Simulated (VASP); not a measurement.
**SnO$_{2}$ in VASP 6.6.1, single-point calculation**

INCAR

```
LWAVE = .FALSE.
PREC = Single
NELM = 120
ISMEAR = -1
EDIFF = 1E-7
ENCUT = 520
SIGMA = 0.02
NSW = 0
GGA = PE
LCHARG = .FALSE.
LASPH = .TRUE.
NBANDS = 20
LREAL = .TRUE.
IBRION = -1
ISIF = 2
```

KPOINTS

```
KPOINTS created by Atomic Simulation Environment
0
Gamma
8 8 8
0 0 0
```

POSCAR

```
Sn O
 1.0000000000000000
     0.0000000000000000    2.4321282923999998    2.4321282923999998
     2.4321282923999998    0.0000000000000000    2.4321282923999998
     2.4321282923999998    2.4321282923999998    0.0000000000000000
 Sn  O
   1   2
Cartesian
  0.0000000000000000  0.0000000000000000  0.0000000000000000
  1.2160641461999999  1.2160641461999999  1.2160641461999999
  3.6481924385999998  3.6481924385999998  3.6481924385999998
```

The recommended PBE PAW datasets give the neutral cell 26 valence electrons.

Command

```
mpirun -np 1 vasp_std
```

OSZICAR

```
N       E                     dE             d eps       ncg     rms          rms(c)
DAV:   1     0.236879571084E+03    0.23688E+03   -0.13603E+04  1336   0.212E+03
DAV:   2     0.180537293966E+01   -0.23507E+03   -0.22326E+03  1256   0.506E+02
DAV:   3    -0.203813764225E+02   -0.22187E+02   -0.21993E+02  1316   0.131E+02
DAV:   4    -0.209070575745E+02   -0.52568E+00   -0.52528E+00  1320   0.207E+01
DAV:   5    -0.209183338795E+02   -0.11276E-01   -0.11276E-01  1420   0.313E+00    0.119E+01
DAV:   6    -0.174441819166E+02    0.34742E+01   -0.10338E+01  1752   0.570E+01    0.444E+00
DAV:   7    -0.174651170777E+02   -0.20935E-01   -0.79194E-01  1252   0.678E+00    0.207E+00
DAV:   8    -0.174503957111E+02    0.14721E-01   -0.50051E-02  1644   0.317E+00    0.415E-01
DAV:   9    -0.174490258427E+02    0.13699E-02   -0.86225E-03  1616   0.201E+00    0.884E-02
DAV:  10    -0.174493520631E+02   -0.32622E-03   -0.11255E-03  1284   0.274E-01    0.365E-02
DAV:  11    -0.174494073058E+02   -0.55243E-04   -0.10112E-04  1408   0.119E-01    0.123E-02
DAV:  12    -0.174494084766E+02   -0.11707E-05   -0.96243E-06  1300   0.307E-02    0.378E-03
DAV:  13    -0.174494084573E+02    0.19238E-07   -0.57408E-07  1272   0.915E-03
   1 F= -.17449408E+02 E0= -.17449408E+02  d E =-.361667E-10
```

Standard output (part)

```
POSCAR found type information on POSCAR SnO
 POSCAR found :  2 types and       3 ions
|     You have a (more or less) 'small supercell' and for smaller cells       |
|     it is recommended to use the reciprocal-space projection scheme!        |
|     The real-space optimization is not efficient for small cells and it     |
|     is also less accurate ...                                               |
|     Therefore, set LREAL=.FALSE. in the INCAR file.                         |
|     The real-space projection scheme for the treatment of the non-local     |
|     real-space optimization of all non-local projectors! BE WARNED that     |
|     a calculation using the real-space projection scheme together with      |
|     non-local projectors which were not real-space optimized (according     |
|     to the plane-wave cutoff used in this calculation) might give more      |
|     or less inaccurate results. I hope you know what you are doing.         |
 LDA part: xc-table for (Slater+PW92), standard interpolation
 POSCAR, INCAR and KPOINTS ok, starting setup
 WAVECAR not read
 entering main loop
```

From OUTCAR

```
k-points           NKPTS =     29   k-points in BZ     NKDIM =     29   number of bands    NBANDS=     20

   NELECT =      26.0000    total number of electrons

   dimension x,y,z NGX =    28 NGY =   28 NGZ =   28
   dimension x,y,z NGXF=    28 NGYF=   28 NGZF=   28

  energy-cutoff  :      520.00
  volume of cell :       28.77
      direct lattice vectors                 reciprocal lattice vectors
     0.000000000  2.432128292  2.432128292    -0.205581260  0.205581260  0.205581260
     2.432128292  0.000000000  2.432128292     0.205581260 -0.205581260  0.205581260
     2.432128292  2.432128292  0.000000000     0.205581260  0.205581260 -0.205581260

 k-points in reciprocal lattice and weights: KPOINTS created by Atomic Simulation Env
   0.00000000  0.00000000  0.00000000       0.002
   0.12500000  0.00000000  0.00000000       0.016
   0.25000000  0.00000000  0.00000000       0.016
   0.37500000  0.00000000  0.00000000       0.016
   0.50000000  0.00000000  0.00000000       0.008
   0.12500000  0.12500000  0.00000000       0.012
   0.25000000  0.12500000  0.00000000       0.047
   0.37500000  0.12500000  0.00000000       0.047
   ...

 E-fermi :  10.3351

 k-point     1 :       0.0000    0.0000    0.0000
  band No.  band energies     occupation
      1     -11.0601      2.00000
      2     -10.6616      2.00000
      3     -10.6616      2.00000
      4     -10.6616      2.00000
      5     -10.3790      2.00000
      6     -10.3790      2.00000
      7      -6.1104      2.00000
      8       6.6313      2.00000
      9       6.6314      2.00000
     10       6.6314      2.00000
     11       8.2657      2.00000
     12       8.2658      2.00000
     13       8.2658      2.00000
     14      11.5326      0.00000
     15      17.4630      0.00000
     16      17.4630      0.00000
     17      17.4631      0.00000
     18      24.3295      0.00000
     19      25.9278      0.00000
     20      25.9278      0.00000

 k-point     2 :       0.1250    0.0000    0.0000
  band No.  band energies     occupation
      1     -10.9498      2.00000
      2     -10.6893      2.00000
      3     -10.6409      2.00000
      4     -10.6409      2.00000
      5     -10.3803      2.00000
      6     -10.3803      2.00000
      7      -6.0445      2.00000
      8       5.9980      2.00000
      9       6.5177      2.00000
     10       6.5178      2.00000
     11       7.5800      2.00000
     12       8.1458      2.00000
     13       8.1459      2.00000
     14      12.6509      0.00000
     15      17.3288      0.00000
     16      17.9265      0.00000
     17      17.9265      0.00000
     18      25.5614      0.00000
     19      26.0265      0.00000
     20      26.0265      0.00000

 k-point     3 :       0.2500    0.0000    0.0000
  band No.  band energies     occupation
      1     -11.1917      2.00000
      2     -10.6007      2.00000
      3     -10.6007      2.00000
      4     -10.3727      2.00000
      5     -10.3727      2.00000
      6     -10.1048      2.00000
      7      -6.0731      2.00000
      8       4.7766      2.00000
      9       6.2604      2.00000
     10       6.2605      2.00000
     11       6.6173      2.00000
     12       7.8640      2.00000
     13       7.8641      2.00000
     14      14.4062      0.00000
     15      17.4817      0.00000
     16      19.1615      0.00000
     17      19.1615      0.00000
     18      26.2540      0.00000
     19      26.2541      0.00000
     20      27.6499      0.00000

 ...

  Total       14.5472716     14.5472716     14.5472716      0.0000000     -0.0000000      0.0000000
  in kB      810.0329654    810.0329654    810.0329654      0.0000000     -0.0000000      0.0000000
  external PRESSURE =     810.0329654 kB  Pullay stress =       0.0000000 kB

 POSITION                                       TOTAL-FORCE (eV/Angst)
 -----------------------------------------------------------------------------------
      0.00000      0.00000      0.00000        -0.000000     -0.000000      0.000000
      1.21606      1.21606      1.21606         0.000000     -0.000000     -0.000000
      3.64819      3.64819      3.64819        -0.000000      0.000000     -0.000000
 -----------------------------------------------------------------------------------
    total drift:                               -0.000000      0.000000     -0.000000

  FREE ENERGIE OF THE ION-ELECTRON SYSTEM (eV)
  ---------------------------------------------------
  free  energy   TOTEN  =       -17.4494084573 eV

  energy  without entropy=      -17.4494084573  energy(sigma->0) =      -17.44940846
```

It converged. Results: gap between bands v and c on the k mesh 1.59 eV; least direct gap on the k mesh 3.27 eV; pressure 81.0 GPa. Band v is the last that the valence electrons fill when counted band by band, and c is the next.

For comparison, a separate PBE run of the intended cell, on usual settings and not on those above, gives a gap of 1.59 eV on its mesh and a pressure of 48.0 GPa.

The run above took about 14 s on one core of a shared host (Intel Xeon 6975P-C) and held 0.13 GiB at most.
